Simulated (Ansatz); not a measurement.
SrVO3:

```
Sr V O
1.0
     3.84090    0.00000    0.00000
     0.00000    3.84090    0.00000
     0.00000    0.00000    3.84090
Sr V O
1 1 3
Cartesian
  1.9204 1.9204 1.9204
  0.0000 0.0000 0.0000
  0.0000 0.0000 1.9204
  0.0000 1.9204 0.0000
  1.9204 0.0000 0.0000
```

```yaml
Program: Ansatz 0.2.0
Task: relaxation of cell and atoms
Functional: PBEsol
Potentials_or_basis: Ansatz PAW
Cutoff: "420 eV (not typed: the program's choice for these potentials)"
k_mesh: 7 × 7 × 7
Occupations: fermi-dirac, width 0.05 eV
Spin: collinear spin, ferromagnetic start
Starting_moments: "[0.0, 2.0, 0.0, 0.0, 0.0] μB"
```

At the start: volume 11.33 Å³/atom.

Q: How do energy, volume and symmetry change on relaxing?

A: It ends after 6 steps and the volume is 11.05 Å³/atom (-2.5 %); space group Pm-3m (No. 221, to 0.05 Å); moment 0.00 μB per cell.

Step by step:
```csv
step,energy change (eV),largest force (eV/Å),volume (Å³)
1,0.0000,0.0000,56.66
2,-0.0250,0.0000,55.52
3,-0.0266,0.0000,55.30
4,-0.0211,0.0000,55.30
5,-0.0213,0.0000,55.26
6,-0.0213,0.0000,55.26
```

Final structure:
```cif
data_structure
_symmetry_space_group_name_H-M 'P 1'
_symmetry_Int_Tables_number 1
_cell_length_a 3.8090
_cell_length_b 3.8090
_cell_length_c 3.8090
_cell_angle_alpha 90.000
_cell_angle_beta 90.000
_cell_angle_gamma 90.000
_cell_volume 55.26
loop_
_atom_site_label
_atom_site_type_symbol
_atom_site_fract_x
_atom_site_fract_y
_atom_site_fract_z
_atom_site_occupancy
Sr1 Sr 0.50000 0.50000 0.50000 1
V1 V 0.00000 0.00000 0.00000 1
O1 O 0.00000 0.00000 0.50000 1
O2 O 0.00000 0.50000 0.00000 1
O3 O 0.50000 0.00000 0.00000 1
```

Caveat: the plane-wave basis is chosen anew once the cell has moved, so the energies of steps on either side of that aren't comparable; the pressure holds a Pulay correction of +0.7 GPa for the finite cutoff; the PAW data sets come from PBE, with cores solved anew for the run's functional, which leaves a small shift of forces and pressure; the starting moments weren't kept.
